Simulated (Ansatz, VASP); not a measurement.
## One calculation of Y, two programs

```
Y
1.0
     0.00000    2.52223    2.52223
     2.52223    0.00000    2.52223
     2.52223    2.52223    0.00000
Y
1
Direct
  0.00000 0.00000 0.00000
```

Alike in both runs: task single point; functional PBE; k mesh 14 × 14 × 14; occupations gaussian, width 0.1 eV; no spin polarisation.

```csv
,VASP,Ansatz
version,VASP 6.6.1,Ansatz 0.2.0
potentials or method,"VASP PAW PBE potentials, release 64 (Y_sv)","scalar-relativistic, plane waves, PAW"
plane-wave cutoff (eV),520,420
valence electrons in the cell,11,11
```

|  | VASP | Ansatz | Ansatz less VASP |
| --- | --- | --- | --- |
| gap on the k mesh at the Fermi level (eV) | none | none | - |
| pressure (GPa) | 0.3 | 0.4 | +0.14 |

A gap of «none» marks a metal or a gap that the smearing closes. The functional is the same, so the differences come from potentials, cutoffs and numerics.
